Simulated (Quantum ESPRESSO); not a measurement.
Wanted: the native input for a Quantum ESPRESSO 7.5 run.

- Task: phonon dispersion
- Functional: LDA
- Potentials or basis: GBRV 1.5 LDA
- Cutoff: 612 eV
- Density cutoff: 4898 eV
- k mesh: 10 × 10 × 10
- Occupations: cold, width 0.2 eV
- Spin: no spin polarisation
- Form of the LDA correlation: PZ81
- Mixing beta: 0.5
- Most SCF iterations: 120
- SCF threshold: 2e-10 Ry
- q mesh: 2 × 2 × 2

Crystal: Rh.

```
CELL_PARAMETERS angstrom
0.00000 1.89785 1.89785
1.89785 0.00000 1.89785
1.89785 1.89785 0.00000
ATOMIC_POSITIONS crystal
Rh 0.00000 0.00000 0.00000
```

The input as run:

pw.in

```
&CONTROL
  calculation = 'scf'
  prefix = 'pwscf'
  outdir = './tmp'
  pseudo_dir = './pseudo'
  tprnfor = .true.
  tstress = .true.
  disk_io = 'low'
/
&SYSTEM
  ibrav = 0
  nat = 1
  ntyp = 1
  ecutwfc = 45
  ecutrho = 360
  nbnd = 13
  occupations = 'smearing'
  smearing = 'mv'
  degauss = 0.01469973
/
&ELECTRONS
  conv_thr = 2d-10
  electron_maxstep = 120
  mixing_beta = 0.5
/
ATOMIC_SPECIES
Rh   102.9055 rh_lda_v1.4.uspp.F.UPF
CELL_PARAMETERS angstrom
   0.0000000000    1.8978500000    1.8978500000
   1.8978500000    0.0000000000    1.8978500000
   1.8978500000    1.8978500000    0.0000000000
ATOMIC_POSITIONS crystal
Rh     0.0000000000    0.0000000000    0.0000000000
K_POINTS automatic
10 10 10 0 0 0
```

relax.in

```
&CONTROL
  calculation = 'vc-relax'
  prefix = 'pwscf'
  outdir = './tmp'
  pseudo_dir = './pseudo'
  tprnfor = .true.
  tstress = .true.
  disk_io = 'low'
  nstep = 40
  forc_conv_thr = 0.0001
  etot_conv_thr = 1d-06
/
&SYSTEM
  ibrav = 0
  nat = 1
  ntyp = 1
  ecutwfc = 45
  ecutrho = 360
  nbnd = 13
  occupations = 'smearing'
  smearing = 'mv'
  degauss = 0.01469973
/
&ELECTRONS
  conv_thr = 2d-10
  electron_maxstep = 120
  mixing_beta = 0.5
/
&IONS
  ion_dynamics = 'bfgs'
/
&CELL
  cell_dynamics = 'bfgs'
  press = 0
  press_conv_thr = 0.2
/
ATOMIC_SPECIES
Rh   102.9055 rh_lda_v1.4.uspp.F.UPF
CELL_PARAMETERS angstrom
   0.0000000000    1.8978500000    1.8978500000
   1.8978500000    0.0000000000    1.8978500000
   1.8978500000    1.8978500000    0.0000000000
ATOMIC_POSITIONS crystal
Rh     0.0000000000    0.0000000000    0.0000000000
K_POINTS automatic
10 10 10 0 0 0
```

scf2.in

```
&CONTROL
  calculation = 'scf'
  prefix = 'pwscf'
  outdir = './tmp'
  pseudo_dir = './pseudo'
  tprnfor = .true.
  tstress = .true.
  disk_io = 'low'
/
&SYSTEM
  ibrav = 0
  nat = 1
  ntyp = 1
  ecutwfc = 45
  ecutrho = 360
  nbnd = 13
  occupations = 'smearing'
  smearing = 'mv'
  degauss = 0.01469973
/
&ELECTRONS
  conv_thr = 1d-13
  electron_maxstep = 120
  mixing_beta = 0.5
  startingpot = 'file'
  startingwfc = 'file'
/
ATOMIC_SPECIES
Rh   102.9055 rh_lda_v1.4.uspp.F.UPF
CELL_PARAMETERS angstrom
   0.0000000000    1.8790852345    1.8790852345
   1.8790852345    0.0000000000    1.8790852345
   1.8790852345    1.8790852345    0.0000000000
ATOMIC_POSITIONS crystal
Rh     0.0000000000    0.0000000000    0.0000000000
K_POINTS automatic
10 10 10 0 0 0
```

ph.in

```
phonon_bands of Rh
&INPUTPH
  prefix = 'pwscf'
  outdir = './tmp'
  tr2_ph = 1d-18
  fildyn = 'dyn'
  niter_ph = 90
  alpha_mix(1) = 0.4
  ldisp = .true.
  nq1 = 2
  nq2 = 2
  nq3 = 2
/
```

q2r.in

```
&INPUT
  fildyn = 'dyn'
  zasr = 'crystal'
  flfrc = 'fc'
/
```

matdyn.in

```
&INPUT
  asr = 'crystal'
  flfrc = 'fc'
  flfrq = 'freq'
  q_in_cryst_coord = .true.
  flvec = ' '
/
80
 0.0000000000  0.0000000000  0.0000000000
 0.0454545455  0.0000000000  0.0454545455
 0.0909090909  0.0000000000  0.0909090909
 0.1363636364  0.0000000000  0.1363636364
 0.1818181818  0.0000000000  0.1818181818
 0.2272727273  0.0000000000  0.2272727273
 0.2727272727  0.0000000000  0.2727272727
 0.3181818182  0.0000000000  0.3181818182
 0.3636363636  0.0000000000  0.3636363636
 0.4090909091  0.0000000000  0.4090909091
 0.4545454545  0.0000000000  0.4545454545
 0.5000000000  0.0000000000  0.5000000000
 0.5000000000  0.0500000000  0.5500000000
 0.5000000000  0.1000000000  0.6000000000
 0.5000000000  0.1500000000  0.6500000000
 0.5000000000  0.2000000000  0.7000000000
 0.5000000000  0.2500000000  0.7500000000
 0.4687500000  0.2812500000  0.7500000000
 0.4375000000  0.3125000000  0.7500000000
 0.4062500000  0.3437500000  0.7500000000
 0.3750000000  0.3750000000  0.7500000000
 0.3461538462  0.3461538462  0.6923076923
 0.3173076923  0.3173076923  0.6346153846
 0.2884615385  0.2884615385  0.5769230769
 0.2596153846  0.2596153846  0.5192307692
 0.2307692308  0.2307692308  0.4615384615
 0.2019230769  0.2019230769  0.4038461538
 0.1730769231  0.1730769231  0.3461538462
 0.1442307692  0.1442307692  0.2884615385
 0.1153846154  0.1153846154  0.2307692308
 0.0865384615  0.0865384615  0.1730769231
 0.0576923077  0.0576923077  0.1153846154
 0.0288461538  0.0288461538  0.0576923077
 0.0000000000  0.0000000000  0.0000000000
 0.0454545455  0.0454545455  0.0454545455
 0.0909090909  0.0909090909  0.0909090909
 0.1363636364  0.1363636364  0.1363636364
 0.1818181818  0.1818181818  0.1818181818
 0.2272727273  0.2272727273  0.2272727273
 0.2727272727  0.2727272727  0.2727272727
 0.3181818182  0.3181818182  0.3181818182
 0.3636363636  0.3636363636  0.3636363636
 0.4090909091  0.4090909091  0.4090909091
 0.4545454545  0.4545454545  0.4545454545
 0.5000000000  0.5000000000  0.5000000000
 0.5178571429  0.4642857143  0.5178571429
 0.5357142857  0.4285714286  0.5357142857
 0.5535714286  0.3928571429  0.5535714286
 0.5714285714  0.3571428571  0.5714285714
 0.5892857143  0.3214285714  0.5892857143
 0.6071428571  0.2857142857  0.6071428571
 0.6250000000  0.2500000000  0.6250000000
 0.5937500000  0.2500000000  0.6562500000
 0.5625000000  0.2500000000  0.6875000000
 0.5312500000  0.2500000000  0.7187500000
 0.5000000000  0.2500000000  0.7500000000
 0.5000000000  0.2750000000  0.7250000000
 0.5000000000  0.3000000000  0.7000000000
 0.5000000000  0.3250000000  0.6750000000
 0.5000000000  0.3500000000  0.6500000000
 0.5000000000  0.3750000000  0.6250000000
 0.5000000000  0.4000000000  0.6000000000
 0.5000000000  0.4250000000  0.5750000000
 0.5000000000  0.4500000000  0.5500000000
 0.5000000000  0.4750000000  0.5250000000
 0.5000000000  0.5000000000  0.5000000000
 0.4861111111  0.4861111111  0.5277777778
 0.4722222222  0.4722222222  0.5555555556
 0.4583333333  0.4583333333  0.5833333333
 0.4444444444  0.4444444444  0.6111111111
 0.4305555556  0.4305555556  0.6388888889
 0.4166666667  0.4166666667  0.6666666667
 0.4027777778  0.4027777778  0.6944444444
 0.3888888889  0.3888888889  0.7222222222
 0.3750000000  0.3750000000  0.7500000000
 0.6250000000  0.2500000000  0.6250000000
 0.5937500000  0.1875000000  0.5937500000
 0.5625000000  0.1250000000  0.5625000000
 0.5312500000  0.0625000000  0.5312500000
 0.5000000000  0.0000000000  0.5000000000
```

matdyn_dos.in

```
&INPUT
  asr = 'crystal'
  flfrc = 'fc'
  dos = .true.
  fldos = 'phdos'
  nk1 = 15
  nk2 = 15
  nk3 = 15
  deltaE = 1
  flvec = ' '
  flfrq = ' '
/
```

matdyn_mesh.in

```
&INPUT
  asr = 'crystal'
  flfrc = 'fc'
  flfrq = 'mesh'
  q_in_cryst_coord = .true.
  flvec = ' '
/
1000
 0.05000000  0.05000000  0.05000000
 0.05000000  0.05000000  0.15000000
 0.05000000  0.05000000  0.25000000
[... 997 further points of the even 10 x 10 x 10 mesh, shifted by half a step ...]
```

Potentials or basis: GBRV 1.5 LDA.

Run with:

```console
$ OMP_NUM_THREADS=1 pw.x -in pw.in > pw.out
$ OMP_NUM_THREADS=1 pw.x -in relax.in > relax.out
$ OMP_NUM_THREADS=1 pw.x -in scf2.in > scf2.out
$ OMP_NUM_THREADS=1 ph.x -in ph.in > ph.out
$ OMP_NUM_THREADS=1 q2r.x -in q2r.in > q2r.out
$ OMP_NUM_THREADS=1 matdyn.x -in matdyn.in > matdyn.out
$ OMP_NUM_THREADS=1 matdyn.x -in matdyn_dos.in > matdyn_dos.out
$ OMP_NUM_THREADS=1 matdyn.x -in matdyn_mesh.in > matdyn_mesh.out
```

Results of the run:

| Quantity | Value |
| --- | --- |
| Relaxed volume | 13.27 Å³/atom |
| Relaxed cell | a = 2.657 Å, b = 2.657 Å, c = 2.657 Å, α = 60.00°, β = 60.00°, γ = 60.00° |
| Space group after relaxing (to 0.05 Å) | Fm-3m (No. 225) |
| Pressure after relaxing | 0.0 GPa |
| Band gap on the k mesh | none (metal or under the smearing width) |
| Highest phonon frequency | 264 cm⁻¹ |
| Zero-point energy | 0.034 eV/atom |

Caveat: the mesh is thin for the phonons of a metal; the q mesh is small, so phonon branches between its points and thermal values are rough.

Run time: 4.2 min on 1 thread of Arm Neoverse V2, on a shared host, peak memory 0.09 GiB.
